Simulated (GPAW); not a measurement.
# Ni3Ge (Pm-3m) in GPAW: convergence with basis set

Aim: find how far basis set must go before the results for Ni3Ge settle, at LDA. This setting moves, with any that are tied to it; all else stays.

All numbers are computed with GPAW 26.7.0; they aren't measurements. Logs are shortened: lines on timing, memory, paths and dates and some standing lists are left out, and cuts for length are marked. The log counts tension as positive stress, the text compression.

### 1 The structure

Symmetry: Pm-3m, No. 221, cubic system. The conventional cell has a = 3.530 Å, b = 3.530 Å, c = 3.530 Å, α = 90.00°, β = 90.00°, γ = 90.00°. Ge (site symmetry m-3m) is surrounded by 12 Ni at 2.50 Å. Ni (site symmetry 4/mmm) is surrounded by 4 Ge at 2.50 Å and 8 Ni at 2.50 Å.

The cell comes from a database or a generator and needn't be the stable form of this composition.

### 2 With basis set lcao:sz(dzp)

The input, run.py:

```python
from ase.dft.bandgap import bandgap
from ase.io import read, write
from gpaw import GPAW

atoms = read('Ni3Ge.xyz')
atoms.set_initial_magnetic_moments([0.0, 1.0, 1.0, 1.0])

calc = GPAW(mode='lcao',
            h=0.16,
            basis='sz(dzp)',
            xc='LDA',
            kpts={'size': (5, 5, 5), 'gamma': True},
            occupations={'name': 'fermi-dirac', 'width': 0.05},
            convergence={'density': 1e-05, 'energy': 1e-05},
            maxiter=100,
            txt='gpaw.txt')
atoms.calc = calc
energy = atoms.get_potential_energy()
forces = atoms.get_forces()
calc.write('gs.gpw')
write('result.traj', atoms)
print(f'Energy: {energy:.6f} eV')
print('Forces (eV/A):')
print(forces.round(4))
print('Moments:', calc.get_magnetic_moments().round(3))
print('Fermi level:', round(calc.get_fermi_level(), 4), 'eV')
print(f'Gap: {bandgap(calc)[0]:.4f} eV, direct: {bandgap(calc, direct=True)[0]:.4f} eV')
```

The input, Ni3Ge.xyz:

```xyz
4
Lattice="3.5303341067 0.0000000000 0.0000000000 0.0000000000 3.5303341067 0.0000000000 0.0000000000 0.0000000000 3.5303341067" Properties=species:S:1:pos:R:3 pbc="T T T"
Ge     0.0000000000      0.0000000000      0.0000000000
Ni     1.7651670534      1.7651670534      0.0000000000
Ni     0.0000000000      1.7651670534      1.7651670534
Ni     1.7651670534      0.0000000000      1.7651670534
```

Potentials or basis: the program's PAW data sets (release 1.2.1) made for this functional, lcao:sz(dzp).

The run is started by

```
$ OMP_NUM_THREADS=1 python run.py
```

gpaw.txt:

```text
__  _  _
 | _ |_)|_||  |
 |__||  | ||/\| - 26.7.0

Input parameters:
  mode=LCAO(),
  basis={'default': 'sz(dzp)'},
  convergence={'density': 1e-05, 'energy': 1e-05},
  h=0.16,
  kpts=MonkhorstPack(size=(5, 5, 5), gamma=True),
  maxiter=100,
  occupations=Occupations(name='fermi-dirac', width=0.05),
  xc=XC(name='LDA')
   .--------.
  /|        |
 * |        |
 |Ni        |
 | .--Ni----.
 |/    Ni  /
 Ge-------*

Atoms  # Å, Bohr magnetons
|   | symbol |        x |        y |        z |    initial magnetic moments |
|---|--------|----------|----------|----------|-----------------------------|
| 0 |     Ge | 0.000000 | 0.000000 | 0.000000 | ( 0.0000,  0.0000,  0.0000) |
| 1 |     Ni | 1.765167 | 1.765167 | 0.000000 | ( 0.0000,  0.0000,  1.0000) |
| 2 |     Ni | 0.000000 | 1.765167 | 1.765167 | ( 0.0000,  0.0000,  1.0000) |
| 3 |     Ni | 1.765167 | 0.000000 | 1.765167 | ( 0.0000,  0.0000,  1.0000) |

Unit cell  # Å
| periodic |        x |        y |        z |  lengths |    angles |
|----------|----------|----------|----------|----------|-----------|
|      yes | 3.530334 | 0.000000 | 0.000000 | 3.530334 | 90.000000 |
|      yes | 0.000000 | 3.530334 | 0.000000 | 3.530334 | 90.000000 |
|      yes | 0.000000 | 0.000000 | 3.530334 | 3.530334 | 90.000000 |

Number of symmetries: 48
Symmetry operations  # r_c * U_cc + t_c -> r_c
|    | kind |            matrix            |
|----|------|------------------------------|
|  0 |  E   |  1, 0, 0,  0, 1, 0,  0, 0, 1 |
|  1 |  σ   |  1, 0, 0,  0, 1, 0,  0, 0,-1 |
|  2 |  σ   |  1, 0, 0,  0, 0, 1,  0, 1, 0 |
|  3 |  C4  |  1, 0, 0,  0, 0, 1,  0,-1, 0 |
|  4 |  C4  |  1, 0, 0,  0, 0,-1,  0, 1, 0 |
|  5 |  σ   |  1, 0, 0,  0, 0,-1,  0,-1, 0 |
|  6 |  σ   |  1, 0, 0,  0,-1, 0,  0, 0, 1 |
|  7 |  C2  |  1, 0, 0,  0,-1, 0,  0, 0,-1 |
|  8 |  σ   |  0, 1, 0,  1, 0, 0,  0, 0, 1 |
|  9 |  C2  |  0, 1, 0,  1, 0, 0,  0, 0,-1 |
| 10 |  C3  |  0, 1, 0,  0, 0, 1,  1, 0, 0 |
| 11 |  S6  |  0, 1, 0,  0, 0, 1, -1, 0, 0 |
| 12 |  S6  |  0, 1, 0,  0, 0,-1,  1, 0, 0 |
| 13 |  C3  |  0, 1, 0,  0, 0,-1, -1, 0, 0 |
| 14 |  C4  |  0, 1, 0, -1, 0, 0,  0, 0, 1 |
| 15 |  S4  |  0, 1, 0, -1, 0, 0,  0, 0,-1 |
| 16 |  C3  |  0, 0, 1,  1, 0, 0,  0, 1, 0 |
[... 17 lines left out ...]
| 34 |  S6  |  0,-1, 0,  0, 0, 1,  1, 0, 0 |
| 35 |  C3  |  0,-1, 0,  0, 0, 1, -1, 0, 0 |
| 36 |  C3  |  0,-1, 0,  0, 0,-1,  1, 0, 0 |
| 37 |  S6  |  0,-1, 0,  0, 0,-1, -1, 0, 0 |
| 38 |  σ   |  0,-1, 0, -1, 0, 0,  0, 0, 1 |
| 39 |  C2  |  0,-1, 0, -1, 0, 0,  0, 0,-1 |
| 40 |  σ   | -1, 0, 0,  0, 1, 0,  0, 0, 1 |
| 41 |  C2  | -1, 0, 0,  0, 1, 0,  0, 0,-1 |
| 42 |  C2  | -1, 0, 0,  0, 0, 1,  0, 1, 0 |
| 43 |  S4  | -1, 0, 0,  0, 0, 1,  0,-1, 0 |
| 44 |  S4  | -1, 0, 0,  0, 0,-1,  0, 1, 0 |
| 45 |  C2  | -1, 0, 0,  0, 0,-1,  0,-1, 0 |
| 46 |  C2  | -1, 0, 0,  0,-1, 0,  0, 0, 1 |
| 47 |  i   | -1, 0, 0,  0,-1, 0,  0, 0,-1 |

BZ-sampling:
  Number of BZ points: 125
  Number of IBZ points: 10

  Monkhorst-Pack size: [5, 5, 5]
  Monkhorst-Pack shift: [0, 0, 0]

K-points  # in reciprocal-cell coordinates
[... 282 lines left out ...]
    valence: 16
    core:    12
    charge:  0.0  # [|e|]
    compensation charges:
      type: gauss
      rc: 0.36  # [Å]
      lmax: 2
    cutoffs:
      filter: 2.14  # [Å]
      core: 1.98  # [Å]
    projectors
    | kind |    occ | energy [eV] | rcut [Å] |
    |------|--------|-------------|----------|
    |   4s |  2.000 |      -5.858 |    1.164 |
    |   3p |  6.000 |     -71.266 |    1.207 |
    |   4p |  0.000 |      -1.338 |    1.207 |
    |   3d |  8.000 |      -9.141 |    1.138 |
    |    s |        |      21.353 |    1.164 |
    |    d |        |      18.071 |    1.138 |

    LCAO basis set for Ni:
      Name: sz(dzp)
      File: <dir>
      Number of radial functions: 4
      Number of spherical harmonics: 12
        l=0, rc=8.5156 Bohr: 4s-sz confined orbital
        l=1, rc=2.9375 Bohr: 3p-sz confined orbital
        l=1, rc=12.4062 Bohr: 4p-sz confined orbital
        l=2, rc=4.6875 Bohr: 3d-sz confined orbital
      Number of RI-basis functions 0

Reference energy: -180919.605324  # eV

eigensolver:
  <gpaw.new.lcao.eigensolver.LCAOEigensolver object>
density mixing:
  MSR1-Mixer
  Pratt-step length: 0.05
  Maximum mixing coefficient: 0.75
  Old densities: 10
  SVD Regularization: 0.005
  Good broyden scale: 1.0
  Trust region scale: 1.0
  Backstep threshold: 4.0
  History deletion threshold: 6.0
  Fourier metric: weight=20.0, sigma=0.015

occupation numbers:
  Fermi-Dirac:
    width: 0.0500  # eV

FastPoissonSolver using
    Stencil: 6*3+1=19 point O(h^6) finite-difference Laplacian
    FFT axes: [np.int64(0), np.int64(1), np.int64(2)]
    FST axes: []

xc functional:
  name: None
interpolation: tri-quintic # 5. degree polynomial

convergence criteria:
- Maximum integral of absolute [dens]ity change: 1e-05 electrons / valence electron
- Maximum [total energy] change in last 3 cyles: 1e-05 eV / valence electron
- Maximum integral of absolute [eigenst]ate change: 4e-08 eV^2 / valence electron
maximum number of iterations: 100

SCF iterations
|iter     | |      energy | eigst |  dens |  magmom |
|---------|-|-------------|-------|-------|---------|
|iter:   1| |  -30.175049 |      c|       |  +2.9603|
|iter:   2| |  -29.327625 |      c| -0.97 |  +2.8413|
|iter:   3| |  -28.020627 |      c| -1.05 |  +1.9584|
|iter:   4| |  -28.109148 |      c| -1.46 |  +1.2460|
|iter:   5| |  -28.186967 |      c| -1.64 |  +0.2117|
|iter:   6| |  -28.189357 |      c| -2.21 |  +0.1207|
|iter:   7| |  -28.191538 |      c| -2.51 |  +0.0345|
|iter:   8| |  -28.192038 |      c| -2.73 |  -0.0163|
|iter:   9| |  -28.192060 |      c| -3.52 |  -0.0014|
|iter:  10| |  -28.192058c|      c| -4.37 |  +0.0002|
|iter:  11| |  -28.192058c|      c| -4.90 |  +0.0002|
|iter:  12| |  -28.192058c|      c| -5.46c|  +0.0000|

Converged in 12 steps
Energy contributions relative to reference atoms: (reference = -180919.605324)

Energy contributions:
  Kinetic:          97.729581
  Coulomb:         -78.524358
  Zero:              0.001788
  External:          0.000000
  Xc:              -47.389473
  Entropy:          -0.019191
  Spinorbit:         0.000000
  ----------------------------
  Free energy:     -28.201653
  Extrapolated:    -28.192058

dipole moment: (-18.769607, -18.769607, -18.769607)  # |e|*Ang

Total magnetic moment: (0.000000, 0.000000, 0.000019)

Local magnetic moments
|        x |        y |        z |
|----------|----------|----------|
| 0.000000 | 0.000000 | 0.000006 |  # Ge   0
| 0.000000 | 0.000000 | 0.000002 |  # Ni   1
| 0.000000 | 0.000000 | 0.000002 |  # Ni   2
| 0.000000 | 0.000000 | 0.000002 |  # Ni   3

Fermi level: 10.614
Eigenvalues  # (at kpt = [0.000, 0.000, 0.000])
| band index |      eig [eV] | occ [0-1] |      eig [eV] | occ [0-1] |
|------------|---------------|-----------|---------------|-----------|
|          0 |       -52.501 |     1.000 |       -52.501 |     1.000 |
|        ... |               |           |               |           |
|         17 |         8.833 |     1.000 |         8.833 |     1.000 |
|         18 |         8.833 |     1.000 |         8.833 |     1.000 |
|         19 |         9.184 |     1.000 |         9.184 |     1.000 |
|         20 |         9.184 |     1.000 |         9.184 |     1.000 |
|         21 |         9.184 |     1.000 |         9.184 |     1.000 |
|         22 |        10.043 |     1.000 |        10.043 |     1.000 |
[... 8 lines left out ...]
|         31 |        20.542 |     0.000 |        20.542 |     0.000 |
|         32 |        20.542 |     0.000 |        20.542 |     0.000 |
|        ... |               |           |               |           |
|         36 |        23.703 |     0.000 |        23.703 |     0.000 |

No gap
No difference between direct/indirect transitions

Forces  # eV/Ang
|        x |        y |        z |
|----------|----------|----------|
| -0.00000 |  0.00000 |  0.00000 |  # Ge   0
| -0.00000 | -0.00000 |  0.00000 |  # Ni   1
|  0.00000 | -0.00000 | -0.00000 |  # Ni   2
| -0.00000 |  0.00000 |  0.00000 |  # Ni   3

# Writing to gs.gpw (mode='')
```

It took 8 min on 1 thread of Arm Neoverse V1, shared host; peak memory 0.32 GiB.

Results:

* Free energy: -28.2017 eV
* Band gap on the k mesh: none (metal or under the smearing width)
* Net moment: 0.00 μB per cell

### 3 With basis set lcao:szp(dzp)

Edit run.py of step 2 so:

```diff
@@ -9,3 +9,3 @@
             h=0.16,
-            basis='sz(dzp)',
+            basis='szp(dzp)',
             xc='LDA',
```

Ni3Ge.xyz is that of step 2.

Potentials or basis: the program's PAW data sets (release 1.2.1) made for this functional, lcao:szp(dzp).

The run is started by

```
$ OMP_NUM_THREADS=1 python run.py
```

It took 14 min on 1 thread of Arm Neoverse V1, shared host; peak memory 0.36 GiB.

Results:

```yaml
Free_energy: -29.6012 eV
Band_gap_on_the_k_mesh: none (metal or under the smearing width)
Net_moment: 0.00 μB per cell
```

### 4 With basis set lcao:dz(dzp)

Edit run.py of step 3 so:

```diff
@@ -9,3 +9,3 @@
             h=0.16,
-            basis='szp(dzp)',
+            basis='dz(dzp)',
             xc='LDA',
```

Ni3Ge.xyz is that of step 3.

Potentials or basis: the program's PAW data sets (release 1.2.1) made for this functional, lcao:dz(dzp).

The run is started by

```
$ OMP_NUM_THREADS=1 python run.py
```

Wall time 12 min (1 thread of Arm Neoverse V1, shared host); peak memory 0.39 GiB.

What came out:

```
Free energy            : -30.1674 eV
Band gap on the k mesh : none (metal or under the smearing width)
Net moment             : 0.00 μB per cell
```

### 5 With basis set lcao:dzp

Edit run.py of step 4 so:

```diff
@@ -9,3 +9,3 @@
             h=0.16,
-            basis='dz(dzp)',
+            basis='dzp',
             xc='LDA',
```

Ni3Ge.xyz is that of step 4.

Potentials or basis: the program's PAW data sets (release 1.2.1) made for this functional, lcao:dzp.

The run is started by

```
$ OMP_NUM_THREADS=1 python run.py
```

Run time: 20 min. Hardware: 1 thread of Arm Neoverse V1, shared host; peak memory 0.46 GiB.

It converged, with:

```
Free energy            : -30.4313 eV
Band gap on the k mesh : none (metal or under the smearing width)
Net moment             : 0.00 μB per cell
```

### 6 With basis set fd

Edit run.py of step 5 so:

```diff
@@ -7,5 +7,4 @@
 
-calc = GPAW(mode='lcao',
+calc = GPAW(mode='fd',
             h=0.16,
-            basis='dzp',
             xc='LDA',
@@ -13,2 +12,3 @@
             occupations={'name': 'fermi-dirac', 'width': 0.05},
+            nbands=45,
             convergence={'density': 1e-05, 'energy': 1e-05},
```

Ni3Ge.xyz is that of step 5.

Potentials or basis: the program's PAW data sets (release 1.2.1) made for this functional, fd.

The run is started by

```
$ OMP_NUM_THREADS=1 python run.py
```

It took 3.5 min on 1 thread of Arm Neoverse V1, shared host; peak memory 0.5 GiB.

Results (log left out):

```yaml
Free_energy: -31.9047 eV
Band_gap_on_the_k_mesh: none (metal or under the smearing width)
Net_moment: 0.00 μB per cell
```

### 7 With basis set pw

Edit run.py of step 6 so:

```diff
@@ -2,3 +2,4 @@
 from ase.io import read, write
-from gpaw import GPAW
+from ase.units import GPa
+from gpaw import GPAW, PW
 
@@ -7,4 +8,3 @@
 
-calc = GPAW(mode='fd',
-            h=0.16,
+calc = GPAW(mode=PW(600),
             xc='LDA',
@@ -19,2 +19,3 @@
 forces = atoms.get_forces()
+stress = atoms.get_stress()
 calc.write('gs.gpw')
@@ -24,2 +25,3 @@
 print(forces.round(4))
+print('Stress (GPa):', (stress / GPa).round(3))
 print('Moments:', calc.get_magnetic_moments().round(3))
```

Ni3Ge.xyz is that of step 6.

Potentials or basis: the program's PAW data sets (release 1.2.1) made for this functional, pw.

The run is started by

```
$ OMP_NUM_THREADS=1 python run.py
```

Wall time 27 s (1 thread of Arm Neoverse V1, shared host); peak memory 0.18 GiB.

The run converged. Its results:

```
Free energy            : -31.8850 eV
Pressure               : -6.2 GPa
Band gap on the k mesh : none (metal or under the smearing width)
Net moment             : 0.00 μB per cell
```

### 8 The series at a glance

| basis set | energy less the tightest run, at zero smearing (meV/atom) | SCF cycles | CPU time (s) | peak memory (GiB) |
| --- | --- | --- | --- | --- |
| lcao:sz(dzp) | 920.64 | 12 | 480 | 0.32 |
| lcao:szp(dzp) | 570.89 | 11 | 810 | 0.36 |
| lcao:dz(dzp) | 429.36 | 12 | 730 | 0.39 |
| lcao:dzp | 363.39 | 12 | 1200 | 0.46 |
| fd | -4.92 | 14 | 210 | 0.5 |
| pw | 0.00 | 12 | 27 | 0.18 |

Not settled before the last step: the energy (to 1 meV/atom). The tightest run that finished is the yardstick and may itself not be fully converged.

Caveats: the stock nickel data set gives pressures a few GPa off other programs.
